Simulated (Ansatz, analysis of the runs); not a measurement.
# A defect in a wire: W wire along [111], 4 atoms a period, Co placed on top of one W, part 2 of 2

Wanted: the relaxed defect and the transmission past it, beside the channels of the perfect wire.

Ansatz 0.2.0; DFT PBE, plane waves, PAW; relaxation of a wire's period (the session's first sound run).

So far, conductance of the lead as this run defines it (G₀): step 3 (the perfect wire) 5.00.

## Step 5: The open system

This step: DFT PBE, plane waves, PAW; transmission of a junction in a wire (Ansatz 0.2.0).

The cell is now read as a scatterer between two semi-infinite leads, named by two sites one period apart. The scattering states in its self-consistent potential are matched to the leads' states at each energy. One point across is taken, as for a wire in vacuum.

File input.yaml:

```yaml
crystal:
  lattice:
    - [11.283, 0.0, 0.0]
    - [0.0, 9.388, 0.0]
    - [0.0, 0.0, 24.149372829]
  atoms:
    - { symbol: W, position: [0.321836204, 0.500015667, 0.0] }
    - { symbol: W, position: [0.500002526, 0.37029517, 0.03247243] }
    - { symbol: W, position: [0.500002526, 0.629736164, 0.078638682] }
    - { symbol: W, position: [0.678168848, 0.500015667, 0.0] }
    - { symbol: W, position: [0.321836204, 0.500015667, 0.111111111] }
    - { symbol: W, position: [0.500002526, 0.37029517, 0.143583541] }
    - { symbol: W, position: [0.500002526, 0.629736164, 0.189749793] }
    - { symbol: W, position: [0.678168848, 0.500015667, 0.111111111] }
[... 25 atom lines left out ...]
    - { symbol: W, position: [0.500002526, 0.37029517, 0.921361318] }
    - { symbol: W, position: [0.500002526, 0.629736164, 0.96752757] }
    - { symbol: W, position: [0.678168848, 0.500015667, 0.888888889] }
    - { symbol: Co, position: [0.3287207188, 0.283777378, 0.5206902914], spin: 1.18 }
magnetization:
  spin_polarized: true
kpoints:
  mp_grid: { grid: [1, 1, 4] }
scf:
  occupations: { method: fermi_dirac, width: 0.05 }
hamiltonian:
  xc: pbe
output:
  transmission:
    e_range: [-1.26, 1.26]
    de: 0.035
    kmesh: [1, 1]
    reduced_basis: true
    leads: [[32, 0]]
  dos: { projected: true, e_range: [-4, 3] }
  write_potential: true
  write_density: true
  volumetric_format: npy
  elf: true
basis:
  ecutwfc: "350 eV"
```

The run is started by

```bash
$ ansatz run input.yaml --threads 8 --pin off --max-ram 16384MiB --backend cpu --events-out ev --progress --plain --runs-dir out
```

It took 12 min on 8 threads of Arm Neoverse V2, shared host; peak memory 11 GiB; 48 min of CPU time.

Numbers from this step:

```yaml
energy_at_zero_smearing: -378889.5427 eV
total_moment: 1.551 μB
absolute_moment: 2.819 μB
transmission_at_the_energy_nearest_the_fermi_level_spin_up: 3.835
transmission_at_the_energy_nearest_the_fermi_level_spin_down: 2.792
channels_at_the_energy_nearest_the_fermi_level_spin_up: 5
channels_at_the_energy_nearest_the_fermi_level_spin_down: 5
step_of_the_lead_s_hamiltonian: 14.9 meV
conductance_of_the_junction: 3.371 G₀
```

Table of transmission by energy, zero at the Fermi level:

| energy (eV) | spin up | spin down |
| --- | --- | --- |
| -1.26 | 2.23 | 2.13 |
| -1.23 | 3.59 | 3.42 |
| -1.16 | 2.94 | 3.23 |
| -1.01 | 1.83 | 0.978 |
| -0.91 | 4.05 | 3.56 |
| -0.88 | 4.19 | 3.72 |
| -0.77 | 4.18 | 3.64 |
| -0.73 | 4.20 | 3.55 |
| -0.67 | 3.99 | 3.45 |
| -0.53 | 3.91 | 3.09 |
| -0.42 | 3.01 | 2.62 |
| -0.32 | 2.07 | 2.41 |
| -0.17 | 3.92 | 2.81 |
| -0.10 | 4.04 | 2.77 |
| -0.07 | 4.00 | 2.72 |
| 0.00 | 3.83 | 2.79 |
| 0.07 | 3.81 | 3.35 |
| 0.17 | 3.16 | 2.82 |
| 0.32 | 3.71 | 2.30 |
| 0.42 | 4.38 | 3.24 |
| 0.53 | 4.99 | 4.06 |
| 0.67 | 4.75 | 4.19 |
| 0.77 | 6.28 | 5.82 |
| 0.81 | 6.36 | 5.99 |
| 0.91 | 6.20 | 5.95 |
| 1.01 | 3.88 | 3.72 |
| 1.16 | 2.36 | 2.52 |
| 1.26 | 4.49 | 3.74 |

The open channels of the lead by energy, zero at the Fermi level:

| energy (eV) | spin up | spin down |
| --- | --- | --- |
| -1.26 | 3 | 3 |
| -1.19 | 6 | 6 |
| -1.08 | 4 | 4 |
| -1.01 | 2 | 2 |
| -0.91 | 6 | 6 |
| -0.84 | 6 | 6 |
| -0.73 | 6 | 6 |
| -0.67 | 6 | 6 |
| -0.56 | 6 | 6 |
| -0.49 | 5 | 5 |
| -0.39 | 4 | 4 |
| -0.32 | 4 | 4 |
| -0.21 | 5 | 5 |
| -0.14 | 5 | 5 |
| -0.04 | 5 | 5 |
| 0.00 | 5 | 5 |
| 0.04 | 5 | 5 |
| 0.14 | 5 | 5 |
| 0.21 | 4 | 4 |
| 0.32 | 4 | 4 |
| 0.39 | 4 | 4 |
| 0.49 | 6 | 6 |
| 0.56 | 6 | 6 |
| 0.67 | 6 | 6 |
| 0.73 | 8 | 8 |
| 0.84 | 8 | 8 |
| 0.91 | 8 | 8 |
| 1.01 | 5 | 5 |
| 1.08 | 3 | 3 |
| 1.19 | 5 | 5 |
| 1.26 | 5 | 5 |

Projected DOS an atom over height of the atomic layer and energy from the Fermi level.  broadened by a Gaussian of 0.15 eV, since few k-points sample the long cell.

Values in states/eV, 12 rows by 16 columns, each cell a mean:
```
0.94 0.93 0.95 0.92 0.97 0.97 0.95 0.92 0.87 1.00 0.99 0.97 0.94 0.95 0.95 0.96
1.30 1.27 1.26 1.26 1.20 1.23 1.22 1.24 1.20 1.28 1.27 1.24 1.23 1.23 1.28 1.21
0.90 0.86 0.89 0.92 0.89 0.89 0.86 0.96 1.04 1.00 0.90 0.88 0.95 0.88 0.92 0.85
1.29 1.07 1.14 1.20 1.01 1.25 0.96 1.19 1.12 1.05 0.94 1.01 1.24 0.94 1.27 0.95
1.37 1.10 1.21 1.26 1.08 1.39 0.99 1.47 1.60 1.24 1.25 1.14 1.36 0.99 1.39 0.95
1.42 1.25 1.32 1.34 1.22 1.50 1.16 1.51 1.68 1.32 1.32 1.14 1.41 1.15 1.39 1.13
1.23 1.06 1.12 1.17 0.99 1.19 0.89 1.04 1.47 1.08 1.17 1.12 1.17 0.97 1.23 0.97
1.00 0.88 0.93 0.94 0.91 1.01 0.89 0.96 1.60 1.05 1.18 0.95 1.09 0.84 1.03 0.81
1.66 1.80 1.74 1.74 1.82 1.67 1.92 1.38 1.60 1.24 1.35 1.80 1.59 1.87 1.64 1.88
1.07 1.05 1.06 1.04 1.01 1.01 0.97 1.02 1.31 1.14 1.09 1.03 1.06 1.02 1.08 1.02
0.54 0.56 0.55 0.55 0.58 0.58 0.61 0.78 0.95 0.91 0.76 0.67 0.60 0.58 0.54 0.58
0.94 1.12 1.02 0.97 1.13 0.92 1.23 0.99 0.96 0.92 0.93 0.97 0.85 1.15 0.91 1.25
```
Columns: height of the atomic layer (Å) from 0 to 23.4 (not evenly spaced); rows upwards: energy from the Fermi level (eV) from -3.98 to 1.47.

Site moment by element, in μB:

| element | atoms | mean | spread (r.m.s.) | least | largest |
| --- | --- | --- | --- | --- | --- |
| W | 36 | 0.00 | 0.02 | -0.03 | 0.04 |
| Co | 1 | 1.23 | 0.00 | 1.23 | 1.23 |

The atoms farthest from the mean of their element:

| atom | x, y, z (Å) | site moment (μB) |
| --- | --- | --- |
| W21 | 3.56, 4.85, 13.50 | 0.04 |
| W23 | 5.66, 5.93, 15.31 | -0.03 |
| W17 | 3.70, 4.56, 10.76 | 0.04 |
| W15 | 5.67, 5.92, 9.95 | -0.03 |
| W19 | 5.68, 5.88, 12.61 | -0.03 |
| W13 | 3.66, 4.64, 8.07 | -0.02 |
| W14 | 5.73, 3.47, 8.84 | 0.03 |
| W24 | 7.65, 4.66, 13.44 | 0.03 |

Spin density in the cb plane at fractional x = 0.315, with atoms of W and Co within 0.2 Å of it.

Values in e/Å³, 13 rows by 16 columns, each cell a mean:
```
0.0 0.0 0.0 0.0 0.0 0.0 0.0 0.0 0.0 0.0 0.0 0.0 0.0 0.0 0.0 0.0
0.0 0.0 0.0 0.0 0.0 0.0 0.0 0.0 0.0 0.0 0.0 0.0 0.0 0.0 0.0 0.0
0.0 0.0 0.0 0.0 0.0 0.0 0.0 0.0 0.0 0.0 0.0 0.0 0.0 0.0 0.0 0.0
0.0 0.0 0.0 0.0 0.0 0.0 0.0 0.0 0.0 0.0 0.0 0.0 0.0 0.0 0.0 0.0
0.0 0.0 0.0 0.0 0.0 0.0 0.0 0.0 0.0 0.0 0.0 0.0 0.0 0.0 0.0 0.0
0.0 0.0 0.0 0.0 0.0 0.0 0.0 0.0 0.0 0.0 0.0 0.0 0.0 0.0 0.0 0.0
0.0 0.0 0.0 0.0 0.0 0.0 0.0 0.0 0.0 0.0 0.0 0.0 0.0 0.0 0.0 0.0
0.0 0.0 0.0 0.0 0.0 0.0 0.0 0.0 0.0 0.0 0.0 0.0 0.0 0.0 0.0 0.0
0.0 0.0 0.0 0.0 0.0 0.0 0.0 0.0 0.5 0.1 0.0 0.0 0.0 0.0 0.0 0.0
0.0 0.0 0.0 0.0 0.0 0.0 0.0 0.0 1.2 0.3 0.0 0.0 0.0 0.0 0.0 0.0
0.0 0.0 0.0 0.0 0.0 0.0 0.0 0.0 0.1 0.0 0.0 0.0 0.0 0.0 0.0 0.0
0.0 0.0 0.0 0.0 0.0 0.0 0.0 0.0 0.0 0.0 0.0 0.0 0.0 0.0 0.0 0.0
0.0 0.0 0.0 0.0 0.0 0.0 0.0 0.0 0.0 0.0 0.0 0.0 0.0 0.0 0.0 0.0
```
Columns run along c (16.0 Å, from fractional 0.17 to 0.83 of the cell), rows up along b (9.4 Å). Atoms in or near the plane, at fractional coordinates: W at (0.22, 0.50), W at (0.33, 0.49), W at (0.45, 0.49), W at (0.56, 0.52), W at (0.67, 0.50), W at (0.78, 0.50), Co at (0.52, 0.28).

ELF in the cb plane at fractional x = 0.315, with atoms of W and Co within 0.2 Å of it. It is the smooth field of the valence electrons, not physical close to the nuclei.

Ten even steps from '0' (0.00) to '9' (0.87), each cell a mean:
```
00000000000000000000000000000000000000000000
00000000000000000000000000000000000000000000
00000000000000000000000000000000000000000000
00011000000110000001100001100000010000001100
01111110011211000112111122211111111100111111
12233211123322111223222233221122332211223221
23443322234432222333333333222234443222344322
34443233444433333333334432212345433333443323
44322234443222444322244322222454322234432223
43344324423432453232234335663443343234334433
43677644347774442576534356576434777544367764
44732754366266444745744365166336615744473375
44755743467366344744733357674345746634475574
43466424346763343677524434532443566334346642
43223334322332442234333333334442223234322323
43223444322233442223432443344432223344322344
32334443223334332234325994133322334432233444
11233322122333222233215994123222233321223332
11122211112221111233212442112111122111112221
00111100001110000122111111112100111000011110
00000000000000000011111111111100000000000000
00000000000000000000000011110000000000000000
00000000000000000000000000000000000000000000
00000000000000000000000000000000000000000000
```
Columns run along c (16.0 Å, from fractional 0.17 to 0.83 of the cell), rows up along b (9.4 Å). Atoms in or near the plane, at fractional coordinates: W at (0.22, 0.50), W at (0.33, 0.49), W at (0.45, 0.49), W at (0.56, 0.52), W at (0.67, 0.50), W at (0.78, 0.50), Co at (0.52, 0.28).

Electrostatic potential energy in the cb plane at fractional x = 0.315, with atoms of W and Co within 0.2 Å of it. With pseudopotentials it is smooth inside the atoms' cores, unlike the true potential.

Ten even steps from '0' (-58 eV) to '9' (7 eV), each cell a mean:
```
99999999999999999999999999999999999999999999
99999999999999999999999999999999999999999999
99999999999999999999999999999999999999999999
99999999999999999999999999999999999999999999
99999999999999999999999999999999999999999999
99999999999999999999999999999999999999999999
99999999999999999999999999999999999999999999
99999999999999999999999999999999999999999999
99988999999899999999999988788999988999998899
98755789986668999877899864347898656789875578
87310378852125887422578740004786201488731137
86100158730003786100268730003774000278610015
86200168740003785100168841015884000378620016
98533578863236887311478875457987423689853357
99877899987778998766788778889998877899987789
99999999999999999999985336899999999999999999
99999999999999999999972003799999999999999999
99999999999999999999972003799999999999999999
99999999999999999999985336899999999999999999
99999999999999999999998888999999999999999999
99999999999999999999999999999999999999999999
99999999999999999999999999999999999999999999
99999999999999999999999999999999999999999999
99999999999999999999999999999999999999999999
```
Columns run along c (16.0 Å, from fractional 0.17 to 0.83 of the cell; values clipped at the 3rd and 97th percentile), rows up along b (9.4 Å). Atoms in or near the plane, at fractional coordinates: W at (0.22, 0.50), W at (0.33, 0.49), W at (0.45, 0.49), W at (0.56, 0.52), W at (0.67, 0.50), W at (0.78, 0.50), Co at (0.52, 0.28).

By hand: the program gives 2.4661 × 10^14 S/m² over the cell's cross-section of 105.92 Å² = 1.059 × 10^-18 m², so one cell conducts 2.612 × 10^-4 S. Divided by G0 = 2e²/h = 7.748 × 10^-5 S this is 3.37 G0, a resistance of 3.83 kΩ.

The conductance is 3.37 G₀, with 5 spin-up and 5 spin-down channels open in the lead. The lead's Hamiltonian steps by 14.9 meV, which the program lets pass, though it counts in the error estimate.

## Step 6: Conductance and thermopower from T(E)

This step: Landauer integrals over the computed T(E), interpolated linearly between its energies (analysis of the runs above).

Conductance and thermopower are moments of T(E) over the thermal window; sliding the window along E stands for a gate that leaves T(E) rigid.

Numbers from this step:

* conductance at 300 K, interpolated from T(E): 3.376 G₀
* thermopower at 300 K: -2.205 μV/K
* Lorenz number over L0: 1.012
* spin polarisation of the transmission: 15.73 %

T(E) held rigid; rough near sharp steps of T(E). Table of conductance at 300 K by shift of the leads' level:

| shift of the leads' level (eV) | conductance at 300 K (G₀) |
| --- | --- |
| -0.900 | 3.58 |
| -0.850 | 3.79 |
| -0.800 | 3.75 |
| -0.750 | 3.80 |
| -0.700 | 3.78 |
| -0.650 | 3.70 |
| -0.600 | 3.61 |
| -0.550 | 3.46 |
| -0.500 | 3.19 |
| -0.450 | 2.90 |
| -0.400 | 2.62 |
| -0.350 | 2.43 |
| -0.300 | 2.56 |
| -0.250 | 2.91 |
| -0.200 | 3.18 |
| -0.150 | 3.33 |
| -0.100 | 3.37 |
| -0.050 | 3.36 |
| 0.000 | 3.38 |
| 0.050 | 3.46 |
| 0.100 | 3.47 |
| 0.150 | 3.28 |
| 0.200 | 3.04 |
| 0.250 | 2.98 |
| 0.300 | 3.02 |
| 0.350 | 3.16 |
| 0.400 | 3.56 |
| 0.450 | 4.10 |
| 0.500 | 4.41 |
| 0.550 | 4.50 |
| 0.600 | 4.52 |
| 0.650 | 4.57 |
| 0.700 | 4.88 |
| 0.750 | 5.54 |
| 0.800 | 6.00 |
| 0.850 | 6.10 |
| 0.900 | 5.94 |

T(E) held rigid; rough near sharp steps of T(E). Table of thermopower at 300 K by shift of the leads' level:

| shift of the leads' level (eV) | thermopower at 300 K (μV/K) |
| --- | --- |
| -0.900 | -19.8 |
| -0.850 | -2.62 |
| -0.800 | -0.515 |
| -0.700 | 2.20 |
| -0.650 | 3.45 |
| -0.600 | 4.70 |
| -0.550 | 8.66 |
| -0.450 | 13.8 |
| -0.400 | 13.9 |
| -0.350 | 2.18 |
| -0.300 | -14.8 |
| -0.200 | -9.61 |
| -0.150 | -4.27 |
| -0.100 | -0.430 |
| -0.050 | 0.0176 |
| 0.050 | -2.33 |
| 0.100 | 3.68 |
| 0.150 | 10.2 |
| 0.200 | 7.02 |
| 0.300 | -4.33 |
| 0.350 | -12.0 |
| 0.400 | -19.9 |
| 0.450 | -15.4 |
| 0.550 | -1.84 |
| 0.600 | -1.15 |
| 0.650 | -5.18 |
| 0.700 | -14.8 |
| 0.800 | -6.51 |
| 0.850 | 0.717 |
| 0.900 | 8.75 |

The two levels move by half the bias each and T(E) is held rigid. The current from the zero-bias T(E) by bias:

| bias (V) | current from the zero-bias T(E) (μA) |
| --- | --- |
| 0.000 | 0 |
| 0.100 | 26.2 |
| 0.200 | 52.8 |
| 0.300 | 78.9 |
| 0.400 | 104 |
| 0.500 | 127 |
| 0.600 | 149 |
| 0.700 | 171 |
| 0.800 | 194 |
| 0.900 | 219 |
| 1.000 | 247 |
| 1.100 | 278 |
| 1.200 | 309 |
| 1.300 | 341 |
| 1.400 | 373 |
| 1.500 | 408 |
| 1.600 | 445 |
| 1.700 | 483 |
| 1.800 | 521 |
| 1.900 | 556 |

By hand, Mott's formula: S = −(π²k²T/3e) d ln T/dE, and π²k²T/3e = 7.33 μV/K × eV at 300 K. The computed T is 6.72 at -0.070 eV and 7.16 at +0.070 eV (both spins added), so d ln T/dE ≈ 0.458 per eV and S ≈ -3.36 μV/K, against -2.21 from the integrals.

The thermopower is -2.21 μV/K. The Lorenz ratio is 1.01, where the Wiedemann-Franz law gives 1. Moving the level by up to 0.1 eV either way gives -2.3 to 3.7 μV/K.

## Step 7: Summary of results

* conductance of the perfect wire: 5.00 G₀
* conductance, Co placed on top of one W: 3.37 G₀
* thermopower, Co placed on top of one W: -2.21 μV/K

What this shows: Summed over the computed window, 69 % of the lead's open channels pass the defect; the conductance at 300 K is 3.37 G₀. With Co placed on top of one W, 68 % of the conductance of that run's own lead (4.99 G₀) is left. Transport is coherent and elastic here: the atoms are frozen, so scattering by vibrations plays no part. Adsorbates are named by the site where they were placed; the distances after each relaxation show where they ended. Spin-orbit coupling is left out, which matters for the bands of heavy atoms. No search over magnetic orders was made; another may lie lower. The adsorbed Co moved by 4.0 Å in the relaxation, so the site named is where it was put. A cutoff under the files' recommended one was taken to save time; its effect on T(E) was not tested here.

[Logs are printed without paths, hosts, clocks, repeated set-up lines and the standing remarks that a program may print on its own settings, such as how far it seeks lower states.]

[Hosts, paths, dates, database ids (printed as entryN), source tags and the programs' standing remarks are cut or masked in the printed files.]
